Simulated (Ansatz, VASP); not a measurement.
# Cross-check of Si30Sb (Sb-vacancy pair (E centre) in Si) between VASP and Ansatz, part 2 of 2

Wanted: the spread between two codes on one cell, functional and k mesh. The cell is taken from a series of runs on this material, whose earlier steps may have relaxed, scaled, displaced or heated it; both programs get it as it stands.

VASP 6.6.1 and Ansatz 0.2.0.

So far. Step 2 (VASP: single point, HSE06): The run ends at a pressure of -0.04 GPa, with forces up to 0.56 eV/Å.

In doubt: the hybrid run may have settled on a false gap or state, so the values of those runs are not to be relied on; a hybrid run on one k-point, which bears on gaps, levels and energies.

## (3) Ansatz: single point, HSE06

Level of this step: Ansatz beside VASP: Kohn-Sham DFT, plane waves, HSE06 (Ansatz).

Ansatz runs on its default PAW (the set named soft_2) files.

The same cell, functional, mesh and smearing now go to Ansatz.

Input file input.yaml:

```yaml
crystal:
  lattice:
    - [-5.46978324, 5.46978324, 5.46978324]
    - [5.46978324, -5.46978324, 5.46978324]
    - [5.46978324, 5.46978324, -5.46978324]
  atoms:
    - { symbol: Si, position: [-0.000880896, -0.001376533, 0.498513122] }
    - { symbol: Si, position: [-0.01848138, 0.235059814, 0.236174271] }
    - { symbol: Si, position: [-0.000970261, 0.497455455, -0.000490018] }
    - { symbol: Si, position: [0.002248824, 0.75172495, 0.752339434] }
    - { symbol: Si, position: [0.25689244, 0.011342718, 0.258121685] }
    - { symbol: Si, position: [0.25803407, 0.258140801, 0.014043908] }
    - { symbol: Si, position: [0.249538326, 0.495245174, 0.75319338] }
    - { symbol: Si, position: [0.25017369, 0.752022464, 0.496382434] }
    - { symbol: Si, position: [0.49767938, -0.002984374, -0.001949674] }
    - { symbol: Si, position: [0.500908497, 0.246395957, 0.750396236] }
    - { symbol: Si, position: [0.501386631, 0.749536672, 0.247585678] }
    - { symbol: Si, position: [0.746472432, -0.016832763, 0.740807459] }
    - { symbol: Si, position: [0.74468951, 0.251843406, 0.502319361] }
    - { symbol: Si, position: [0.745184171, 0.501743062, 0.252505961] }
    - { symbol: Si, position: [0.745706855, 0.739421892, -0.017416008] }
    - { symbol: Si, position: [-0.006186823, -0.008595984, 0.241317791] }
    - { symbol: Si, position: [-0.005457577, 0.241022053, -0.006926117] }
    - { symbol: Si, position: [0.00064092, 0.499638325, 0.749566835] }
    - { symbol: Si, position: [0.00127105, 0.748680842, 0.50040603] }
    - { symbol: Si, position: [0.251500732, 0.002549635, 0.003494406] }
    - { symbol: Si, position: [0.25180326, 0.247197542, 0.755585547] }
    - { symbol: Sb, position: [0.289061989, 0.484760263, 0.486446096] }
    - { symbol: Si, position: [0.251829121, 0.753819216, 0.247930721] }
    - { symbol: Si, position: [0.502132819, -0.003843206, 0.748796975] }
    - { symbol: Si, position: [0.50464016, 0.273391121, 0.512603907] }
    - { symbol: Si, position: [0.506671988, 0.513089884, 0.27700852] }
    - { symbol: Si, position: [0.501924344, 0.747605387, -0.003052332] }
    - { symbol: Si, position: [0.748469682, 0.000581464, 0.497901605] }
    - { symbol: Si, position: [0.742837285, 0.249104243, 0.249860121] }
    - { symbol: Si, position: [0.748273271, 0.496982409, 0.000850013] }
    - { symbol: Si, position: [0.731126113, 0.714508822, 0.71412394] }
  host:
    repeats: [1, 1, 1]
    atoms:
      - { symbol: Si, position: [0.0, 0.0, 0.5] }
      - { symbol: Si, position: [0.0, 0.25, 0.25] }
      # ... 30 more atoms of the perfect host
total_charge: -1
basis:
  ecutwfc: 420
  xc_grid: 2
hamiltonian:
  xc: hse06
kpoints:
  mp_grid: { grid: [1, 1, 1] }
scf:
  occupations: { method: fermi_dirac, width: 0.01 }
  max_iter: 120
output:
  forces: true
  charged_corrections:
    epsilon: 12.98
    static_epsilon: 12.98
    defect_position: [0.375, 0.5, 0.5]
  eigenvalues: true
checkpoint:
  read: "../relax1.run"
  write: "../point1.run"
  compress: false
  write_wavefunctions: true
  write_every: 100000
```

The run is started by

```console
ansatz run input.yaml --threads 2 --pin off --max-ram 4710MiB --backend cpu --events-out ev --progress --plain --runs-dir out
```

Numbers of over 12 decimals in the logs are rounded to 6 here.

The log of the run:

```text
Warning: checkpoint.read: hamiltonian.xc differs: saved pbe, current hse06; the SCF iterates under this deck's functional from the saved state
exact exchange: scf.exx.singularity resolves to wigner_seitz, which cuts the screened interaction at the faces of the exchange supercell's Wigner-Seitz cell, so that each pair interacts once, at the shortest of its separations (the periodic images that this leaves out come, for a point-like exchange hole, to about 0.019 eV on a filled level). The cut falls within the interaction's reach, and what an exchange supercel [...]
Engine: ansatz 0.2.0, aarch64-unknown-linux-gnu
Pseudopotentials: kind: paw
Pseudopotential: Si, paw, valence charge 4, recommended cutoff 420 eV (normal), Si.paw.azcp
Pseudopotential: Sb, paw, valence charge 15, recommended cutoff 420 eV (normal), Sb.paw.azcp
Functional definition: HSE06
  parameter a = 0.25
  parameter omega = 0.11/bohr
  exchange = pbe_x - a*pbe_x_sr(omega) + a*exact_x_sr(omega)
  correlation = pbe_c
Crystal: 31 atoms, lattice volume = 654.591 Å³
Basis set: ecut = 420 eV, 12839 PW (Γ), exchange–correlation on 128×128×128 points (8 copies of the dense FFT grid, shifted against one another)
Bands: 99, of which v1, the nominal top of the filled ones, is band 68 counted from 1 (67 counted from 0)
Symmetry: 1 space group operations
Space group: P1 (ITA 1), of the structure as read, at distance tolerance 8.7e-5 Å
k-points: 1
Non-local potential: Si, projectors of the file, l = 0: 2, l = 1: 2, l = 2: 2
Non-local potential: Sb, projectors of the file, l = 0: 2, l = 1: 2, l = 2: 2, l = 3: 2
PAW form: soft (Blöchl's): semilocal exchange-correlation on the pseudo side does not see the compensation charge
PAW frozen core: Si, regenerated for the run's functional, and the local potential with it (the file was generated under x = pbe(κ = 0.804, μ = 0.219515), c = pbe(β = 0.066725))
PAW frozen core: Sb, regenerated for the run's functional, and the local potential with it (the file was generated under x = pbe(κ = 0.804, μ = 0.219515), c = pbe(β = 0.066725))
PAW one-centre angular grid: Si, 110 points (default); XC on 64 Gauss nodes
PAW one-centre angular grid: Sb, 590 points (default); XC on 64 Gauss nodes
Initial density: read from a saved state, or passed on in memory by an earlier SCF of this step, an earlier step, the calling program or the single point that the run made first
Initial wavefunctions: pseudopotential atomic-orbital guess
Functional: x = pbe(κ = 0.804, μ = 0.219515), c = pbe(β = 0.066725), warm-up for x = pbe(κ = 0.804, μ = 0.219515) + 0.25 (exact − pbe) at short range (hse, ω = 0.207870 Å⁻¹), c = pbe(β = 0.066725); HSE06 as pw.x's `hse` composes it (authors' and Libxc's form: `xc: wpbeh`)
iter 1 solved again at ethr=4.36e-4 eV; its pass at ethr=1.00e-1 eV (dr2=5.93e-1 eV) is discarded
SCF iter   1: F=—  HF=-25545.348927 eV  |F-HF|=—  |Δ(HF+E_count)|=         —  Δρ=5.78e-3  dr2=6.02e-1  ethr=4.36e-4  ⟨swp⟩=10.0  Hψ=671  notcnv=0
preconditioner: auto → none  [insulator: Δε(μ)=0.064 eV  Ē_g=7.626 eV  σ=0.010 eV  W_gap=0.92  n_scr=86 (ndim 8)  ℏωp=16.3 eV  f_vac=0.000  D(μ)=15.60/eV (n_scr^D=86)]
SCF iter   2: F=—  HF=-25545.290885 eV  |F-HF|=—  |Δ(HF+E_count)|=   5.80e-2  Δρ=5.07e-3  dr2=5.66e-1  ethr=4.36e-4  ⟨swp⟩=7.0  Hψ=257  notcnv=0
SCF iter   3: F=—  HF=-25545.242461 eV  |F-HF|=—  |Δ(HF+E_count)|=   4.84e-2  Δρ=2.39e-3  dr2=9.65e-2  ethr=4.16e-4  ⟨swp⟩=3.0  Hψ=203  notcnv=0
iter 4 solved again at ethr=6.37e-6 eV; its pass at ethr=7.10e-5 eV (dr2=8.66e-3 eV) is discarded
SCF iter   4: F=—  HF=-25545.235294 eV  |F-HF|=—  |Δ(HF+E_count)|=   7.17e-3  Δρ=8.96e-4  dr2=9.12e-3  ethr=6.37e-6  ⟨swp⟩=5.0  Hψ=461  notcnv=0  defer=7
SCF iter   5: F=—  HF=-25545.234850 eV  |F-HF|=—  |Δ(HF+E_count)|=   4.44e-4  Δρ=3.71e-4  dr2=1.88e-3  ethr=6.37e-6  ⟨swp⟩=8.0  Hψ=223  notcnv=0  defer=1
SCF iter   6: F=—  HF=-25545.234762 eV  |F-HF|=—  |Δ(HF+E_count)|=   8.82e-5  Δρ=1.60e-4  dr2=3.27e-4  ethr=1.38e-6  ⟨swp⟩=10.0  Hψ=190  notcnv=0  defer=1
[...]
SCF iter   8: F=-25563.743208 eV  HF=-25563.743209 eV  |F-HF|=7.64e-7  |Δ(HF+E_count)|=   1.94e-6  Δρ=1.00e-5  dr2=1.61e-6  ethr=8.94e-9  ⟨swp⟩=4.0  Hψ=237  notcnv=0
SCF iter   9: F=-25563.743209 eV  HF=-25563.743209 eV  |F-HF|=4.08e-7  |Δ(HF+E_count)|=   3.60e-7  Δρ=5.57e-6  dr2=6.93e-7  ethr=9.37e-10  ⟨swp⟩=4.0  Hψ=268  notcnv=0  defer=8
[...]
SCF iter  13: F=-25563.743210 eV  HF=-25563.743210 eV  |F-HF|=2.27e-8  |Δ(HF+E_count)|=   2.34e-8  Δρ=9.37e-7  dr2=3.06e-8  ethr=4.35e-11  ⟨swp⟩=6.0  Hψ=255  notcnv=0
SCF iter  14: F=-25563.743210 eV  HF=-25563.743210 eV  |F-HF|=3.86e-9  |Δ(HF+E_count)|=   1.82e-9  Δρ=4.59e-7  dr2=6.34e-9  ethr=1.92e-11  ⟨swp⟩=4.0  Hψ=227  notcnv=0  defer=8
SCF iter  15: F=-25563.743210 eV  HF=-25563.743210 eV  |F-HF|=1.69e-9  |Δ(HF+E_count)|=   2.51e-9  Δρ=2.60e-7  dr2=2.13e-9  ethr=3.43e-12  ⟨swp⟩=6.0  Hψ=262  notcnv=0
SCF iter  16: F=-25563.743210 eV  HF=-25563.743210 eV  |F-HF|=3.82e-10  |Δ(HF+E_count)|=  1.49e-10  Δρ=1.76e-7  dr2=7.11e-10  ethr=1.42e-12  ⟨swp⟩=4.0  Hψ=212  notcnv=0  defer=8
SCF iter  17: F=-25563.743210 eV  HF=-25563.743210 eV  |F-HF|=1.86e-10  |Δ(HF+E_count)|=  2.07e-10  Δρ=8.10e-8  dr2=2.37e-10  ethr=1.00e-12  ⟨swp⟩=3.0  Hψ=179  notcnv=0
SCF 9 converged in 17 iterations: F = -25563.743210 eV  dr2 = 2.37e-10
[...]
SCF iter   2: F=—  HF=-25563.743208 eV  |F-HF|=—  |Δ(HF+E_count)|=   5.18e-9  Δρ=6.47e-7  dr2=4.30e-9  ethr=4.32e-12  ⟨swp⟩=6.0  Hψ=281  notcnv=0
SCF iter   3: F=—  HF=-25563.743208 eV  |F-HF|=—  |Δ(HF+E_count)|=  8.51e-10  Δρ=3.12e-7  dr2=1.84e-9  ethr=2.27e-12  ⟨swp⟩=6.0  Hψ=231  notcnv=0  defer=1
SCF iter   4: F=—  HF=-25563.743208 eV  |F-HF|=—  |Δ(HF+E_count)|=  6.00e-10  Δρ=2.46e-7  dr2=2.83e-9  ethr=1.26e-12 (applied; sched 1.14e-12)  ⟨swp⟩=4.0  Hψ=225  notcnv=0  defer=5
SCF iter   5: F=-25563.743208 eV  HF=-25563.743208 eV  |F-HF|=7.79e-10  |Δ(HF+E_count)|=  2.18e-11  Δρ=1.47e-7  dr2=9.15e-10  ethr=1.24e-12 (applied; sched 1.14e-12)  ⟨swp⟩=6.0  Hψ=222  notcnv=0  defer=1
SCF 10 converged in 5 iterations: F = -25563.743208 eV  dr2 = 9.15e-10
  Residual-converged pass: ⟨swp⟩=4.0  Hψ=232  notcnv=0  max |occ|·‖R‖ = 2.5e-7 eV (tolerance 2.7e-7 eV)  dr2=9.38e-10  dr2_onsite=3.73e-12  max |Δocc| = 2.0e-16
hybrid outer 5: dexx = +1.408e-8 eV, tail = 5.38e-9 eV, Δε = 2.19e-5 eV (about 1.61e-5 eV left of the loop's levels), ΔF = 4.34e-4 eV/Å (tail 1.53e-4)
exact exchange: an outer loop of this run ended on a state whose frontier levels can be filled otherwise, and a further loop was made from that state with electrons moved between them. It converged no lower than the two loops' stops tell apart, in 97 SCF iterations, so its state is not used
WARN: the filled states extend beyond the cell (their overlap across the Brillouin zone is 0.165, against 0 in a metal and nearly 1 for localised states). With one k-point a hybrid's gap, moments and forces can then be wrong. Use a denser k-mesh, or a larger cell for a defect
The gap between the highest filled level (band 67 at k=0, 6.575 eV) and the lowest unfilled level (band 68 at k=0, 6.867 eV) of the accepted state, 0.291 eV, is smaller than 0.322 eV, by which the exchange kernel's term at q+G=0 lowers a full level on this exchange mesh (bands and k-points counted from 0, the k-points as the SCF solved them, reduced by symmetry). At such a gap a filling with electrons moved from the first level into the second can be self-consistent too, and either filling can be the lower in energy. Where this run has tried the other filling, or left it for this state, further_exchange_loop says how that ended
hybrid SCF converged: 4 outer / 43 inner (+14 warm-up), last move |dexx| = 1.18e-7 eV, tail = 2.78e-9 eV
Stability not checked: this state was not tested for a lower state beside it, because the functional holds exact exchange (a hybrid, or Hartree-Fock), whose exchange loop this test does not read (fock_operator; see scf.lower_state_search)
Free energy (F): -25563.743208 eV
Frozen-core exchange: fock
Harris-Foulkes:  -25563.743208 eV  (|F-HF|=1.96e-10)
Internal energy: -25563.743207 eV  (E = F + TS)
E sigma→0 (E₀):  -25563.743207 eV
Entropy (-TS):   -0.000000 eV (-0.000 meV/atom)
Fermi energy:    6.719973 eV
--- Per-component energies (eV) ---
  E_band       = -212.147717
  E_kinetic    = 1421.591129
  E_local      = -3110.362825  (includes V_loc(G=0)·N_el)
  E_nonlocal   = 1117.416263
  E_hartree    = 1279.911888
  E_xc         = -1462.532600
  E_vxc        = -1225.211659  (∫ρ·V_xc dr)
  E_exx        = -207.654100  (= α·E_x^exact, valence–valence)
  E_paw        = -20099.053793  (= ΣΔE_a)
  E_vpaw       = -560.096120  (= ΣTr[D̂ρ^β])
  E_aug_tail   = 0.000184  (compensation charges beyond the density's cutoff)
  E_ewald      = -4501.311174
  E_core_change = -1.748180  (= ΣΔE_core)
  E_smearing   = -0.000000  (= −TS)
  E_closure    = -0.000000  (closes the sum)
  E_deformation_potential = -12.215202  (in the stress; not in F)
  Σ components = -25563.743208   (vs F -25563.743208, Δ=0.00e0)
--- Forces (eV/Å), atoms counted from 1 ---
  atom   1  Si     0.06265953     0.06002760    -0.28839097
  atom   2  Si    -0.21655630    -0.32190382    -0.36765782
  atom   3  Si     0.04779758    -0.24342479     0.10591418
  atom   4  Si    -0.31200447    -0.21914069    -0.25442826
  atom   5  Si     0.05578385    -0.25138602    -0.14320148
  atom   6  Si     0.06567691    -0.04520231    -0.28166213
  atom   7  Si    -0.12770538     0.33148854    -0.13328285
  atom   8  Si    -0.14376728    -0.07691103     0.41073084
  atom   9  Si    -0.12272869     0.06072785     0.09471742
  atom  10  Si     0.27073392    -0.11352265    -0.45847544
  atom  11  Si     0.30526014    -0.35956357    -0.18185680
  atom  12  Si    -0.21982873    -0.34892274    -0.28376997
  atom  13  Si    -0.06207400    -0.06583750     0.16392456
  atom  14  Si    -0.02571825     0.11591538    -0.12953841
  atom  15  Si    -0.21730761    -0.23765442    -0.34841977
  atom  16  Si     0.06449277     0.23676868     0.35818346
  atom  17  Si     0.07211511     0.33891445     0.22267756
  atom  18  Si     0.03686504     0.06936280    -0.06640924
  atom  19  Si     0.02918354    -0.06776961     0.06188736
  atom  20  Si     0.17120196     0.18045066     0.21409734
  atom  21  Si     0.05950548    -0.17924006     0.20074038
  atom  22  Sb     0.27836647     0.04639822     0.03913062
  atom  23  Si     0.06082805     0.11256447    -0.16310889
  atom  24  Si     0.04114022     0.15616993    -0.07346926
  atom  25  Si    -0.18694640     0.27456647     0.24517953
  atom  26  Si    -0.18218080     0.32499837     0.37589346
  atom  27  Si    -0.02532750    -0.09141893     0.12399272
  atom  28  Si    -0.12046754     0.29925556     0.20825424
  atom  29  Si     0.12305723    -0.09000032    -0.07965419
  atom  30  Si    -0.11685651     0.13418645     0.32757708
  atom  31  Si     0.33478293    -0.02990302     0.10041099
  max |Σ_I F_I| component: 1.87e-5 eV/Å
--- Charged-cell corrections in eV (Makov–Payne, q = -1.000 e, ε = 12.980) ---
  F (periodic)     = -25563.743208  (uncorrected; the corrections below are reported, never added to it)
  E_corr1          = +0.184526  (monopole, q²α_M/2εL)
  F Makov-Payne    = -25563.558682  (F + E_corr1; no measured alignment; for a localised charge, not one spread in a band: unchecked)
  no potential alignment in this run, which stands beside a crystal: run the host's input off ansatz write-host-input, and read the two finished runs by ansatz place-levels (neither reads a slab, a wire or a sheet, whose cell leaves a vacuum)
--- Band table (eV) ---
  k-point 0: bands = [... 64 lower, 5.1141, 5.1460, 6.1585, 6.5754, 6.8667, 6.8813, 7.0181, 7.0684, ... 27 higher]
```

## (4) Side by side

Known differences besides the potentials themselves: exact exchange at q = 0 is treated differently, which shows on coarse meshes; VASP keeps PBE cores, Ansatz makes them for the functional; the cutoff is 420 eV in Ansatz and 400 eV in VASP (PREC = Accurate, projectors in real space); VASP takes a coarser grid for exact exchange (PRECFOCK = Fast). Total energies have different zeros and are not compared.

Compared:

```csv
quantity,Ansatz,VASP,difference
gap on the k mesh (eV),0.291,0.348,-0.057
```

Forces on 8 of the 31 atoms, those with the largest forces and the largest differences (eV/Å; atoms numbered as in POSCAR):

```csv
atom,"Ansatz x, y, z","VASP x, y, z"
Si2,"-0.217, -0.322, -0.368","-0.212, -0.317, -0.362"
Si4,"-0.312, -0.219, -0.254","-0.317, -0.224, -0.260"
Si10,"0.271, -0.114, -0.458","0.283, -0.128, -0.467"
Si11,"0.305, -0.360, -0.182","0.316, -0.368, -0.196"
Si12,"-0.220, -0.349, -0.284","-0.211, -0.355, -0.281"
Si15,"-0.217, -0.238, -0.348","-0.210, -0.233, -0.354"
Si25,"-0.182, 0.325, 0.376","-0.194, 0.323, 0.392"
Sb31,"0.278, 0.046, 0.039","0.299, 0.022, 0.013"
```

The forces differ by 7.7 meV/Å r.m.s., which is 3.7 % of the r.m.s. force of 0.208 eV/Å (both taken over all components). A gap on the mesh is an upper bound, since the band edges may lie between its points. The cell carries a charge of -1 e against a uniform background, so its pressure also hangs on how the neutralising background is counted, and in a defect's cell a gap may be the spacing between its levels.

## (5) Results

| Quantity | Value |
| --- | --- |
| r.m.s. force difference (single point, HSE06) | 3.7 % of the r.m.s. force |
| difference in gap on the k mesh (single point, HSE06) | -0.057 eV |

The r.m.s. force difference is 3.7 % of the r.m.s. force (single point, HSE06), beyond the 3 % picked in this series as the mark of a large difference. The data sets hold unlike numbers of valence electrons (136 in Ansatz and 126 in VASP), so part of the differences comes from the potentials. Such differences can come from data sets, numerical settings and the points named under the comparisons, not from the functional's error against experiment.

[Lines on the potential files, build, host, timing and source positions are cut from VASP's logs without a mark.]

[Logs are printed without paths, hosts, clocks, repeated set-up lines and the standing remarks that a program may print on its own settings, such as how far it seeks lower states.]

[Hosts, paths, dates, database ids (printed as entryN), source tags and the programs' standing remarks are cut or masked in the printed files.]
